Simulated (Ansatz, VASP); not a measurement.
**GaAs: VASP beside Ansatz**

Contents of INCAR:

```
SYSTEM = GaAs
PREC = Accurate
ENCUT = 600
EDIFF = 1E-6
ISMEAR = -1
SIGMA = 0.05
LREAL = .FALSE.
LASPH = .TRUE.
NELM = 100
ALGO = Normal
ISIF = 3
LWAVE = .FALSE.
LCHARG = .FALSE.
GGA = PE
IBRION = 2
NSW = 100
EDIFFG = -0.005
```

The input KPOINTS:

```
Automatic mesh
0
G
  13 13 11
  0 0 0
```

POSCAR

```
GaAs
1.0
    3.3138433904      0.0000000000      0.0000000000
   -1.6569216952      2.8698725602      0.0000000000
    0.0000000000      0.0000000000      3.2475665225
Ga As
1 1
Direct
    0.0000000000      0.0000000000      0.0000000000
    0.3333333333      0.6666666667      0.5000000000
```

Input for Ansatz:

```yaml
crystal:
  lattice:
    - [3.3138433904, 0.0, 0.0]
    - [-1.6569216952, 2.8698725602, 0.0]
    - [0.0, 0.0, 3.2475665225]
  atoms:
    - { symbol: Ga, position: [0.0, 0.0, 0.0] }
    - { symbol: As, position: [0.3333333333, 0.6666666667, 0.5] }
kpoints:
  mp_grid: { grid: [13, 13, 11] }
scf:
  occupations: { method: fermi_dirac, width: 0.05 }
hamiltonian:
  xc: pbe
  pseudopotentials: { kind: paw }
output:
  forces: true
  stress: true
relax:
  f_tol: 0.005
  max_steps: 80
  cell: {}
```

Alike in both runs: task relaxation of cell and atoms; functional PBE; k mesh 13 × 13 × 11; occupations fermi-dirac, width 0.05 eV; no spin polarisation.

|  | VASP | Ansatz |
| --- | --- | --- |
| version | VASP 6.6.1 | Ansatz 0.2.0 |
| potentials or method | VASP PAW PBE potentials, release 64 (Ga_d, As) | PAW with Ansatz's default frozen-core files, scalar-relativistic |
| plane-wave cutoff (eV) | 600 | 420 |
| valence electrons in the cell | 18 | 28 |

Ansatz gave:

```
relaxed volume (Å³/atom)                                     : 20.69
relaxed cell length with the largest relative difference (Å) : 3.240
energy change over the relaxation (meV/atom)                 : -365
```

Question: What did VASP give for the same quantities?

Answer: Relaxed volume (Å³/atom): 20.73; relaxed cell length with the largest relative difference (Å): 3.243; energy change over the relaxation (meV/atom): -373.

The two sets of potentials don't hold the same shells in valence.

Caveats: the volume moved by over 15 % at a fixed basis, so the end points are rough.
